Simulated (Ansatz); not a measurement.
MoP:

```
Mo P
1.0
     3.22300    0.00000    0.00000
    -1.61150    2.79120    0.00000
     0.00000    0.00000    3.19100
Mo P
1 1
Direct
  0.00000 0.00000 0.00000
  0.33333 0.66667 0.50000
```

- Program: Ansatz 0.2.0
- Task: relaxation of cell and atoms
- Functional: RPBE
- Dispersion: D4
- Potentials or basis: all-electron LAPW, scalar-relativistic
- Basis error allowed: 0.001 eV/atom
- k mesh: 10 × 10 × 8
- Occupations: fermi-dirac, width 0.05 eV
- Spin: no spin polarisation

At the start: volume 14.35 Å³/atom.

Task: Where does the relaxation end?

Result: Over 5 steps the energy falls by 10.0 meV/atom and the volume is 13.91 Å³/atom (-3.1 %); space group P-6m2 (No. 187, to 0.05 Å).

The path:
```csv
step,energy change (eV),largest force (eV/Å),volume (Å³)
1,0.0000,0.0000,28.71
2,-0.0130,0.0000,27.48
3,-0.0199,0.0000,27.84
4,-0.0199,0.0000,27.82
5,-0.0199,0.0000,27.82
```

Final structure:
```yaml
crystal:
  lattice:
    - [3.18163, 0.00000, 0.00000]
    - [-1.59082, 2.75537, 0.00000]
    - [0.00000, 0.00000, 3.17354]
  atoms:
    - { symbol: Mo, position: [0.00000, 0.00000, 0.00000] }
    - { symbol: P, position: [0.33333, 0.66667, 0.50000] }
```
